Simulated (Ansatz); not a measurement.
Consider LaAlO3 in the cubic perovskite structure (space group Pm-3m, No. 221; a = 3.7864 Å).

The values are results of Ansatz (a first-principles code), r2SCAN, PAW, cutoff 500 eV, without spin-orbit coupling, earlier PAW set, not measurements.

Before the change:

```
Quantity                         Value
-----------------------------  -------
Band gap                       4.02 eV
Shortest interatomic distance  1.893 Å
```

The change: cell and atoms relaxed at a pressure of 15 GPa.

Problem. Predict the new band gap.

Solution. The band gap rises by 0.13 eV to 4.15 eV.

Problem. Predict the new shortest interatomic distance.

Solution. The shortest interatomic distance shrinks by 0.039 Å to 1.854 Å.

Load acts through the strain it causes; cell and atoms are relaxed under it. Whether these cells are dynamically stable was not tested. Competing high-pressure phases were not computed. Many cubic perovskites are stable only at high temperature; tilts and polar distortions were not tested.
